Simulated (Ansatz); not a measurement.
**HfH2: response to biaxial strain in the a-b plane**

A series on HfH2: biaxial strain in the a-b plane, -3 to +3 %; the length and tilt of c and the atoms relax. Wanted: energy, stress and any gap along the series.

Computed with Ansatz 0.2.0 (DFT PBEsol, scalar-relativistic, plane waves, PAW, unless a step's input says otherwise).

2 further runs of the same task are left out: 2 set aside as unsound or not needed.

**1. Starting point**

The structure is tetragonal, space group I4/mmm (No. 139). The conventional cell has a = 3.464 Å, b = 3.464 Å, c = 4.238 Å, α = 90.00°, β = 90.00°, γ = 90.00°. Around Hf (site symmetry 4/mmm) lie 8 H at 2.03 Å. Around H (site symmetry -4m2) lie 4 Hf at 2.03 Å.

Structure file:

```
Hf H
1.0
     3.46427    0.00000    0.00000
     0.00000    3.46427    0.00000
     0.00000    0.00000    4.23767
Hf H
2 4
Direct
  0.00000 0.00000 0.00000
  0.50000 0.50000 0.50000
  0.00000 0.50000 0.25000
  0.50000 0.00000 0.25000
  0.50000 0.00000 0.75000
  0.00000 0.50000 0.75000
```

The unstrained cell was computed beforehand with the same settings: E(σ→0) = -31261.9812 eV for 6 atoms, gap none (metal).

**2. At -1.0 %**

input.yaml

```yaml
crystal:
  lattice:
    - [3.4296264281, 0.0, 0.0]
    - [0.0, 3.4296264281, 0.0]
    - [0.0, 0.0, 4.2630976632]
  atoms:
    - { symbol: Hf, position: [0.0, 0.0, 0.0] }
    - { symbol: Hf, position: [0.5, 0.5, 0.5] }
    - { symbol: H, position: [0.0, 0.5, 0.25] }
    - { symbol: H, position: [0.5, 0.0, 0.25] }
    - { symbol: H, position: [0.5, 0.0, 0.75] }
    - { symbol: H, position: [0.0, 0.5, 0.75] }
basis:
  ecutwfc: 420
kpoints:
  mp_grid: { grid: [10, 10, 8] }
hamiltonian:
  xc: pbesol
scf:
  occupations: { method: gaussian, width: 0.1 }
output:
  forces: true
  stress: true
  eigenvalues: true
  write_density: true
  write_potential: true
  elf: true
  volumetric_format: npy
relax:
  adjacent_minimum: "off"
  f_tol: 0.008
  max_steps: 40
  cell: { stress_tol: 0.015, fix: [a, b, gamma] }
```

The run is started by

```bash
$ ansatz run input.yaml --threads 1 --pin off --max-ram 2560MiB --backend cpu --events-out ev --progress --plain --runs-dir out
```

The session goes on with these runs: the cell strained by +1.0 %; the cell strained by -2.0 %; At +2.0 %; strain -3.0 %; At +3.0 %.

Q: Predict the outcome of this session. Wanted: strain of the free axis c per applied strain.

**Answer**, as computed:

```
                                    quantity                   value
                         largest energy cost  9.7 meV/atom at +3.0 %
strain of the free axis c per applied strain                   -1.24
```

**Reading.** One stiffness does not describe the range: the innermost pair gives (1/V) d²E/dε² = 475 GPa and a cubic fit over all points 389 GPa. On this cell's mesh the unstrained reference holds a stress of up to 0.36 GPa. The free axis c moves against the applied strain (factor -1.24). The runs treat Hf without spin-orbit coupling.
